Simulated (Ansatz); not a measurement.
Theory: DFT PBE, scalar-relativistic, plane waves, PAW (Ansatz). Settings: cutoff 420 eV, Γ-centred meshes spaced at most about 0.3 Å⁻¹, and about 0.25 Å⁻¹ or finer for metals (2π included), Gaussian smearing. Collinear spin in cells that started with moments and kept them past the coarse steps, no spin elsewhere.

Each of these unrelaxed guesses is relaxed in cell and atoms within its symmetry. A guess keeps its type if space group and coordination stay and the shape of the cell changes little (axis ratios within about 15 %, angles within 6°); the volume may change.

1. HfSiO4

```
Hf Si O
1.0
     4.67722    0.00000    0.00000
    -2.33861    4.05059    0.00000
     0.00000    0.00000    3.79345
Hf Si O
1 1 4
Direct
  0.00000 0.00000 0.00000
  0.33333 0.66667 0.00000
  0.66667 0.33333 0.00000
  0.00385 0.50192 0.50000
  0.49808 0.50192 0.50000
  0.49808 0.99615 0.50000
```

2. Mg5O (collinear spin from parallel moments)

```
Mg O
1.0
     0.00000    3.57486    3.57486
     3.57486    0.00000    3.57486
     3.57486    3.57486    0.00000
Mg O
5 1
Cartesian
  4.4686 2.6811 2.6811
  4.4686 4.4686 4.4686
  2.6811 4.4686 2.6811
  2.6811 2.6811 4.4686
  1.7874 1.7874 1.7874
  0.0000 0.0000 0.0000
```

Task: Which keep their type?

Result: Guess 2 keeps its type.

| guess | kept | start group | end group | V start (Å³/atom) | V end | b/a and c/a, end over start | nearest neighbours start | nearest neighbours end |
| --- | --- | --- | --- | --- | --- | --- | --- | --- |
| 1 | no | P-6m2 | P-6m2 | 12.0 | 11.3 | 1.00, 0.59 | Hf 18, O 6/8, Si 6 | Hf 2, O 2/6, Si 6 |
| 2 | yes | F-43m | F-43m | 15.2 | 21.8 | 1.00, 1.00 | Mg 6/16, O 16 | Mg 6/16, O 16 |

Neighbours count within 15 % of an atom's shortest distance; end groups are read at 0.02 Å (0.05 Å in metals).

Spin–orbit coupling, which can matter for Hf, is left out. The magnetic state reached may not be the lowest. Cells relaxed within their symmetry can be saddle points.

In counts of neighbours, a slash parts the counts of unlike sites.
